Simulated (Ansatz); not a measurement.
Cu:

```
CELL_PARAMETERS angstrom
0.00000 1.80750 1.80750
1.80750 0.00000 1.80750
1.80750 1.80750 0.00000
ATOMIC_POSITIONS crystal
Cu 0.00000 0.00000 0.00000
```

Program: Ansatz 0.2.0. Alike in all runs: cell as given; cutoff (eV) 295; basis error allowed 0.001 eV/atom.

Task: Order these runs on this cell by their pressure, lowest first.
A. level PBE; potentials or basis all-electron LAPW, scalar-relativistic; spin off; k mesh 13 × 13 × 13; smearing fermi-dirac 0.05 eV
B. level PBEsol; potentials or basis all-electron LAPW, non-relativistic; spin off; k mesh 13 × 13 × 13; smearing fermi-dirac 0.05 eV
C. level LDA; potentials or basis all-electron LAPW, scalar-relativistic; spin off; k mesh 13 × 13 × 13; smearing fermi-dirac 0.05 eV
D. level revPBE; potentials or basis all-electron LAPW, scalar-relativistic; spin off; k mesh 13 × 13 × 13; smearing fermi-dirac 0.05 eV
E. level PBE+D4; potentials or basis all-electron LAPW, relativistic spinors; spin non-collinear, random start, SOC; k mesh 10 × 10 × 10; smearing fermi-dirac 0.1 eV

Result: C (-12.7 GPa), E (-5.2 GPa), B (-2.3 GPa), A (1.6 GPa), D (5.2 GPa).

Caveats: the k mesh is thin for a metal, which can move the energy by tens of meV per atom (some runs); pairwise dispersion overbinds metals, which lowers pressure and volume (some runs).

Not every run made on this cell is shown here.
